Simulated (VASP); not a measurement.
# InP (F-43m) in VASP: a series of runs, part 2 of 2

VASP 6.6.1. The steps go on from the part before.

## 3. Single point, PBE (grid = ENCUT=400 dk=1.6 cell=3x3x3 ISMEAR=0 SIGMA=0.05 LREAL=Auto EDIFF=1e-06)

Input file INCAR:

```
ALGO = Fast ; EDIFF = 1E-6
ENCUT = 400 ; GGA = PE
ISIF = 2 ; ISMEAR = 0
LASPH = T ; LCHARG = F
LREAL = Auto ; LWAVE = F
NBANDS = 261 ; NELM = 120
PREC = Accurate ; SIGMA = 0.05
```

Input file KPOINTS:

```
k-points
0
Gamma
  1 1 1
```

Input file POSCAR:

```
InP
1.0
    0.0000000000      8.7915000000      8.7915000000
    8.7915000000      0.0000000000      8.7915000000
    8.7915000000      8.7915000000      0.0000000000
In P
27 27
Direct
    0.0000000000      0.0000000000      0.0000000000
    0.0000000000      0.0000000000      0.3333333333
    0.0000000000      0.0000000000      0.6666666667
    0.0000000000      0.3333333333      0.0000000000
    0.0000000000      0.3333333333      0.3333333333
    0.0000000000      0.3333333333      0.6666666667
    0.0000000000      0.6666666667      0.0000000000
    0.0000000000      0.6666666667      0.3333333333
    0.0000000000      0.6666666667      0.6666666667
    0.3333333333      0.0000000000      0.0000000000
    0.3333333333      0.0000000000      0.3333333333
    0.3333333333      0.0000000000      0.6666666667
    0.3333333333      0.3333333333      0.0000000000
    0.3333333333      0.3333333333      0.3333333333
    0.3333333333      0.3333333333      0.6666666667
    0.3333333333      0.6666666667      0.0000000000
    0.3333333333      0.6666666667      0.3333333333
    0.3333333333      0.6666666667      0.6666666667
    0.6666666667      0.0000000000      0.0000000000
    0.6666666667      0.0000000000      0.3333333333
    0.6666666667      0.0000000000      0.6666666667
    0.6666666667      0.3333333333      0.0000000000
    0.6666666667      0.3333333333      0.3333333333
    0.6666666667      0.3333333333      0.6666666667
    0.6666666667      0.6666666667      0.0000000000
    0.6666666667      0.6666666667      0.3333333333
    0.6666666667      0.6666666667      0.6666666667
    0.2500000000      0.2500000000      0.2500000000
    0.2500000000      0.2500000000      0.5833333333
    0.2500000000      0.2500000000      0.9166666667
    0.2500000000      0.5833333333      0.2500000000
    0.2500000000      0.5833333333      0.5833333333
    0.2500000000      0.5833333333      0.9166666667
    0.2500000000      0.9166666667      0.2500000000
    0.2500000000      0.9166666667      0.5833333333
    0.2500000000      0.9166666667      0.9166666667
    0.5833333333      0.2500000000      0.2500000000
    0.5833333333      0.2500000000      0.5833333333
    0.5833333333      0.2500000000      0.9166666667
    0.5833333333      0.5833333333      0.2500000000
    0.5833333333      0.5833333333      0.5833333333
    0.5833333333      0.5833333333      0.9166666667
    0.5833333333      0.9166666667      0.2500000000
    0.5833333333      0.9166666667      0.5833333333
    0.5833333333      0.9166666667      0.9166666667
    0.9166666667      0.2500000000      0.2500000000
    0.9166666667      0.2500000000      0.5833333333
    0.9166666667      0.2500000000      0.9166666667
    0.9166666667      0.5833333333      0.2500000000
    0.9166666667      0.5833333333      0.5833333333
    0.9166666667      0.5833333333      0.9166666667
    0.9166666667      0.9166666667      0.2500000000
    0.9166666667      0.9166666667      0.5833333333
    0.9166666667      0.9166666667      0.9166666667
```

Potentials or basis: VASP PAW PBE potentials, release 64 (In_d, P).

The run is started by

```console
$ cat potpaw_PBE.64/In_d/POTCAR potpaw_PBE.64/P/POTCAR > POTCAR
$ mpirun -np 1 vasp_std > vasp.out
```

Wall time 15 min (1 thread of Intel Xeon Platinum 8488C (Sapphire Rapids), shared host); peak memory 1.2 GiB.

The run converged, but some of its settings lie outside the range that counts as converged, so its numbers aren't taken as properties of the crystal.

Results:

```yaml
Free_energy: -215.5727 eV
Pressure: 4.1 GPa
Band_gap_on_the_k_mesh: 0.68 eV
```

Caveat: the k mesh is coarse (spacing up to 0.62 Å⁻¹), so the values aren't converged; spin-orbit coupling is left out, which moves the levels of the heavy elements; an odd mesh through Γ misses points on the zone boundary, where band edges often lie.

## 4. Single point, LDA (grid = ENCUT=650 dk=0.35 cell=3x3x3 ISMEAR=0 SIGMA=0.05 LREAL=Auto EDIFF=1e-07)

Input file INCAR:

```
SYSTEM = InP
ALGO = Fast
EDIFF = 1E-7
ENCUT = 650
ISIF = 2
ISMEAR = 0
KPAR = 2
LASPH = .True.
LCHARG = .False.
LREAL = Auto
LWAVE = .False.
NBANDS = 261
NCORE = 1
NELM = 120
PREC = Accurate
SIGMA = 0.05
```

Input file KPOINTS:

```
k-points
0
Gamma
  2 2 2
  0 0 0
```

Input file POSCAR:

```
InP
1.0
    0.0000000000      8.7915000000      8.7915000000
    8.7915000000      0.0000000000      8.7915000000
    8.7915000000      8.7915000000      0.0000000000
P In
27 27
Direct
    0.0000000000      0.0000000000      0.0000000000
    0.2500000000      0.2500000000      0.2500000000
    0.2500000000      0.2500000000      0.5833333333
    0.2500000000      0.2500000000      0.9166666667
    0.2500000000      0.5833333333      0.2500000000
    0.2500000000      0.5833333333      0.5833333333
    0.2500000000      0.5833333333      0.9166666667
    0.2500000000      0.9166666667      0.2500000000
    0.2500000000      0.9166666667      0.5833333333
    0.2500000000      0.9166666667      0.9166666667
    0.5833333333      0.2500000000      0.2500000000
    0.5833333333      0.2500000000      0.5833333333
    0.5833333333      0.2500000000      0.9166666667
    0.5833333333      0.5833333333      0.2500000000
    0.5833333333      0.5833333333      0.5833333333
    0.5833333333      0.5833333333      0.9166666667
    0.5833333333      0.9166666667      0.2500000000
    0.5833333333      0.9166666667      0.5833333333
    0.5833333333      0.9166666667      0.9166666667
    0.9166666667      0.2500000000      0.2500000000
    0.9166666667      0.2500000000      0.5833333333
    0.9166666667      0.5833333333      0.2500000000
    0.9166666667      0.5833333333      0.5833333333
    0.9166666667      0.5833333333      0.9166666667
    0.9166666667      0.9166666667      0.2500000000
    0.9166666667      0.9166666667      0.5833333333
    0.9166666667      0.9166666667      0.9166666667
    0.0000000000      0.0000000000      0.3333333333
    0.0000000000      0.0000000000      0.6666666667
    0.0000000000      0.3333333333      0.0000000000
    0.0000000000      0.3333333333      0.3333333333
    0.0000000000      0.3333333333      0.6666666667
    0.0000000000      0.6666666667      0.0000000000
    0.0000000000      0.6666666667      0.3333333333
    0.0000000000      0.6666666667      0.6666666667
    0.3333333333      0.0000000000      0.0000000000
    0.3333333333      0.0000000000      0.3333333333
    0.3333333333      0.0000000000      0.6666666667
    0.3333333333      0.3333333333      0.0000000000
    0.3333333333      0.3333333333      0.3333333333
    0.3333333333      0.3333333333      0.6666666667
    0.3333333333      0.6666666667      0.0000000000
    0.3333333333      0.6666666667      0.3333333333
    0.3333333333      0.6666666667      0.6666666667
    0.6666666667      0.0000000000      0.0000000000
    0.6666666667      0.0000000000      0.3333333333
    0.6666666667      0.0000000000      0.6666666667
    0.6666666667      0.3333333333      0.0000000000
    0.6666666667      0.3333333333      0.3333333333
    0.6666666667      0.3333333333      0.6666666667
    0.6666666667      0.6666666667      0.0000000000
    0.6666666667      0.6666666667      0.3333333333
    0.6666666667      0.6666666667      0.6666666667
    0.9166666667      0.2500000000      0.9166666667
```

Potentials or basis: VASP PAW LDA potentials, release 64 (P, In_d).

The run is started by

```console
$ cat potpaw_LDA.64/P/POTCAR potpaw_LDA.64/In_d/POTCAR > POTCAR
$ mpirun -np 4 vasp_std > vasp.out
```

It took 23 min on 4 MPI ranks of Intel Xeon 6975P-C (Granite Rapids), shared host; peak memory 1.4 GiB.

It converged, with:

```
Free energy            : -257.0880 eV
Pressure               : -0.8 GPa
Largest force          : 1.495 eV/Å
Band gap on the k mesh : none (metal or under the smearing width)
```

Forces on the atoms (eV/Å):
```
P   -0.609  0.609 -0.609
P    0.014 -0.014  0.014
P   -0.131 -0.078  0.143
P    0.078  0.131  0.143
P    0.018 -0.031  0.018
P    0.013 -0.013  0.014
P    0.031 -0.018  0.018
P   -0.038 -0.002 -0.038
P    0.002  0.038 -0.038
P    0.664 -0.664 -0.853
P    0.143 -0.078 -0.131
P    0.007 -0.007  0.007
P    0.078 -0.143 -0.131
P    0.014 -0.013  0.013
P    0.013 -0.014  0.013
P    0.122 -0.122 -0.016
P   -0.038  0.038  0.002
P   -0.004  0.118 -0.004
P   -0.118  0.004 -0.004
P    0.143  0.131  0.078
P   -0.131 -0.143  0.078
P    0.018 -0.018  0.031
P   -0.016 -0.122  0.122
P    0.122  0.016  0.122
P   -0.853 -0.664  0.664
P   -0.004  0.004 -0.118
P    0.664  0.853  0.664
In   0.115 -0.020  0.302
In   0.020 -0.115  0.302
In   0.703  0.931  0.703
In  -0.036  0.036 -0.181
In  -0.931 -0.703  0.703
In  -0.084  0.104 -0.084
In  -0.104  0.084 -0.084
In  -0.023  0.023 -0.041
In   0.302 -0.020  0.115
In   0.046 -0.046  0.046
In   0.020 -0.302  0.115
In  -0.181  0.036 -0.036
In  -0.036  0.181 -0.036
In  -0.026  0.026 -0.071
In  -0.084  0.084 -0.104
In  -0.008  0.029 -0.008
In  -0.029  0.008 -0.008
In   0.302 -0.115  0.020
In   0.115 -0.302  0.020
In   0.044 -0.044  0.044
In   0.703 -0.703 -0.931
In  -0.071  0.026 -0.026
In  -0.026  0.071 -0.026
In  -0.041  0.023 -0.023
In  -0.008  0.008 -0.029
In  -0.023  0.041 -0.023
In  -0.863  0.863 -0.863
```

Stress tensor (GPa, compression positive):
```
-0.84  0.08 -0.08
 0.08 -0.84  0.08
-0.08  0.08 -0.84
```

Levels at points of the mesh, in eV from the Fermi level:
| k point | band 241 | band 242 | band 243 | band 244 | band 245 | band 246 |
| --- | --- | --- | --- | --- | --- | --- |
| (0.00, 0.00, 0.00) | -0.61 | -0.43 | 0.10 | 0.10 | 0.26 | 0.65 |
| (0.50, 0.00, 0.00) | -0.79 | -0.68 | -0.06 | 0.06 | 0.93 | 1.11 |
| (0.00, 0.50, 0.00) | -0.89 | -0.12 | -0.10 | -0.10 | 0.97 | 1.12 |
| (0.50, 0.50, 0.00) | -0.94 | -0.60 | -0.22 | 0.32 | 0.86 | 1.33 |

## 5. Comparison with measurements

Step 2. A measured gap of InP is 1.4236 eV (direct; 1.6 K; a printed reference work, data compilation); the calculated 0.71 eV misses it by -0.71 eV. Spin-orbit coupling on In is left out. The value is that of PBE, without temperature or zero-point motion. Semilocal functionals fall short of measured gaps as a rule.
